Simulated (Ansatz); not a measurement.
Space group Fm-3m (No. 225). a = 5.510 Å, b = 5.510 Å, c = 5.510 Å, α = 90.00°, β = 90.00°, γ = 90.00°
```tsv
atom	site	symmetry	x	y	z
Ca	4a	m-3m	0.0000	0.0000	0.0000
F	8c	-43m	0.2500	0.7500	0.7500
```

Equation of state of this CaF₂ structure (not necessarily the ground state), with shape and atoms relaxed at each volume where symmetry leaves them free. These are results of Ansatz, DFT PBE, scalar-relativistic, plane waves, PAW, not measurements.

Cutoff 420 eV; k points 8×8×8 on the computed 3-atom cell (Γ-centred); Gaussian smearing, width 0.02 eV; no spin polarisation.

```csv
V (Å³/atom),E − E(largest V) (meV/atom),P (GPa),gap on mesh (eV)
13.107,2.97,5.54,7.51
13.525,-7.57,2.55,7.32
13.944,-10.78,0.02,7.14
14.362,-8.00,-2.13,6.97
14.780,0.00,-3.95,6.81
```

Problem. Fit a third-order Birch–Murnaghan equation to E(V).

Solution. V0 = 13.95 Å³/atom, B0 = 78 GPa, B0' = 4.7.